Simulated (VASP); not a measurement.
Input of a VASP 6.6.1 run:

Contents of INCAR:

```
SYSTEM = Os
ALGO = Normal
EDIFF = 1E-6
EDIFFG = -0.005
ENCUT = 600
IBRION = 2
ISIF = 3
ISMEAR = -1
IVDW = 12
LASPH = .True.
LCHARG = .False.
LMIXTAU = .True.
LREAL = .False.
LWAVE = .False.
METAGGA = SCAN
NELM = 80
NSW = 60
PREC = Accurate
SIGMA = 0.05
```

The input KPOINTS:

```
k-points
0
Gamma
  11 11 6
  0 0 0
```

Contents of POSCAR:

```
Os
1.0
    2.7341000000      0.0000000000      0.0000000000
   -1.3670500000      2.3678000565      0.0000000000
    0.0000000000      0.0000000000      4.3197000000
Os
2
Direct
    0.6666666667      0.3333333333      0.7500000000
    0.3333333333      0.6666666667      0.2500000000
```

Potentials or basis: VASP PAW PBE potentials, release 64 (Os).

Run with:

```sh
$ cat potpaw_PBE.64/Os/POTCAR > POTCAR
$ mpirun -np 1 vasp_std > vasp.out
```

Problem. Predict the space group after relaxing (to 0.05 Å).

Solution. P6_3/mmc (No. 194).

Problem. Predict the relaxed volume.

Solution. 13.62 Å³/atom.

Problem. What does it give for the relaxed cell?

Solution. a = 2.713 Å, b = 2.713 Å, c = 4.275 Å, α = 90.00°, β = 90.00°, γ = 120.00°.

Final structure:
```xyz
2
Lattice="2.7126 0.0000 0.0000 -1.3563 2.3491 0.0000 0.0000 0.0000 4.2750" Properties=species:S:1:pos:R:3 pbc="T T T"
Os    1.3563    0.7830    3.2063
Os    0.0000    1.5661    1.0688
```

Caveat: the PAW data sets were made with another functional, which shifts forces and pressure a little; pairwise dispersion overbinds metals, which lowers pressure and volume. Spin-orbit coupling is left out, which matters for the levels of Os.
